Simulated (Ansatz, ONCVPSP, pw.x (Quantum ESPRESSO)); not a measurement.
## pw.x on fcc Ga: one setting changed

Potential: optimised norm-conserving Vanderbilt (ONCV), ONCVPSP 4.0.1.1 (patched build), PBE; core [Ar] 3d10, reference 4s2 4p1; waves: 4s: rc 1.78 bohr, ncon 4, nbas 9, qcut 3.9 1/bohr, 2 projectors, debl 2.3 Ha; 4p: rc 3.26 bohr, ncon 3, nbas 7, qcut 2.9 1/bohr, 2 projectors, debl 2.1 Ha; d scattering state at 0.06 Ha: rc 3.44 bohr, ncon 4, nbas 8, qcut 3.3 1/bohr, 2 projectors, debl 1.7 Ha; local part: polynomial inside 1.38 bohr (lpopt 5, dvloc0 0 Ha); core correction: none.

The reference run (k-mesh 13³, cutoffs 60/240 Ry, Fermi–Dirac 0.01 Ry, mixing_beta 0.4, conv_thr 1e-9, no spin) gives -0.07 GPa at 19.025 Å³/atom, where all-electron LAPW gives -0.07 GPa. This run, with its own iteration cap, changes mixing_beta to 1.8, a wrong or extreme entry chosen on purpose.

```
&control
  calculation='scf', prefix='x', pseudo_dir='./', outdir='./tmp', tstress=.true., disk_io='none'
/
&system
  ibrav=0, nat=1, ntyp=1, ecutwfc=60, ecutrho=240, nbnd=8,
  occupations='smearing', smearing='fd', degauss=0.01
/
&electrons
  conv_thr=1e-09, mixing_beta=1.8, electron_maxstep=70
/
ATOMIC_SPECIES
Ga 1.0 Ga.UPF
CELL_PARAMETERS angstrom
  0.00000000 2.11884029 2.11884029
  2.11884029 0.00000000 2.11884029
  2.11884029 2.11884029 0.00000000
ATOMIC_POSITIONS crystal
Ga 0.0000 0.0000 0.0000
K_POINTS automatic
13 13 13 0 0 0
```

```bash
pw.x < Ga.scf.in > Ga.scf.out
```

How does the run end?

It converges in 6 iterations; the free energy moves by +0.0 meV/atom and the pressure by +0.00 GPa. The result is that of the reference run.

```
Message from routine setup:
     using ibrav=0 with symmetry is DISCOURAGED, use correct ibrav instead
     lattice parameter (alat)  =       5.6626  a.u.
     unit-cell volume          =     128.3871 (a.u.)^3
     number of electrons       =         3.00
     number of Kohn-Sham states=            8
     kinetic-energy cutoff     =      60.0000  Ry
     charge density cutoff     =     240.0000  Ry
     scf convergence threshold =      1.0E-09
     Exchange-correlation= PBE
     number of k points=    84  Fermi-Dirac smearing, width (Ry)=  0.0100
     iteration #  1     ecut=    60.00 Ry     beta= 1.80
     negative rho (up, down):  5.905E-05 0.000E+00
     total energy              =      -4.41160998 Ry
     estimated scf accuracy    <       0.00251491 Ry
     iteration #  2     ecut=    60.00 Ry     beta= 1.80
     total energy              =      -4.41135781 Ry
     estimated scf accuracy    <       0.00193212 Ry
     iteration #  3     ecut=    60.00 Ry     beta= 1.80
     total energy              =      -4.41138161 Ry
     estimated scf accuracy    <       0.00000107 Ry
     iteration #  4     ecut=    60.00 Ry     beta= 1.80
     total energy              =      -4.41138228 Ry
     estimated scf accuracy    <          6.6E-09 Ry
     iteration #  5     ecut=    60.00 Ry     beta= 1.80
     total energy              =      -4.41138228 Ry
     estimated scf accuracy    <          1.3E-09 Ry
     iteration #  6     ecut=    60.00 Ry     beta= 1.80
     the Fermi energy is     5.8134 ev
!    total energy              =      -4.41138228 Ry
     estimated scf accuracy    <          1.7E-13 Ry
     smearing contrib. (-TS)   =      -0.00177870 Ry
     The total energy is F=E-TS. E is the sum of the following terms:
     one-electron contribution =       2.27432135 Ry
     hartree contribution      =       0.02118176 Ry
     xc contribution           =      -1.55232551 Ry
     ewald contribution        =      -5.15278118 Ry
     convergence has been achieved in   6 iterations
          total   stress  (Ry/bohr**3)                   (kbar)     P=       -0.74
     Message from routine punch:
     Nothing written, as per user request (disk_io='none')
```

The run took about 6.2 s on one core of a shared host (Neoverse-V2, 32 threads, 247 GiB, load 11).
